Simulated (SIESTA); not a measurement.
The system is PbSe (Clausthalite).

```
Pb Se
1.0
     0.00000    3.06065    3.06065
     3.06065    0.00000    3.06065
     3.06065    3.06065    0.00000
Pb Se
1 1
Direct
  0.00000 0.00000 0.00000
  0.50000 0.50000 0.50000
```

```yaml
Program: SIESTA 5.4.2
Task: relaxation of cell and atoms
Functional: PBE
Potentials_or_basis: PseudoDojo 0.4 standard (PBE files)
Basis: SZP (energy shift 0.05 Ry)
Grid_cutoff: 500 Ry
Energy_shift: 0.05 Ry
k_mesh: 8 × 8 × 8
Occupations: fermi-dirac, width 0.05 eV
Spin: no spin polarisation
```

At the start: pressure -11.0 GPa; volume 28.67 Å³/atom.

Where does the relaxation end?

Over 5 steps the energy falls by 113.6 meV/atom and the volume is 25.64 Å³/atom (-10.6 %); space group Fm-3m (No. 225, to 0.05 Å).

Step by step:
| step | energy change (eV) | largest force (eV/Å) | pressure (GPa) | volume (Å³) |
| --- | --- | --- | --- | --- |
| 1 | 0.0000 | 0.0000 | -11.03 | 57.34 |
| 2 | -0.1176 | 0.0000 | -8.06 | 55.38 |
| 3 | -0.2194 | 0.0000 | -2.41 | 52.33 |
| 4 | -0.1926 | 0.0000 | 5.34 | 49.16 |
| 5 | -0.2271 | 0.0000 | 0.05 | 51.29 |

Final structure:
```yaml
crystal:
  lattice:
    - [0.00053, 2.94919, 2.94919]
    - [2.94919, 0.00053, 2.94919]
    - [2.94919, 2.94919, 0.00053]
  atoms:
    - { symbol: Pb, position: [0.00000, 0.00000, 0.00000] }
    - { symbol: Se, position: [0.50000, 0.50000, 0.50000] }
```

Caveat: the volume moved by -11 % from the deposited cell, more than functionals usually miss; the basis of atomic orbitals isn't converged, which shifts pressures, moduli and gaps.
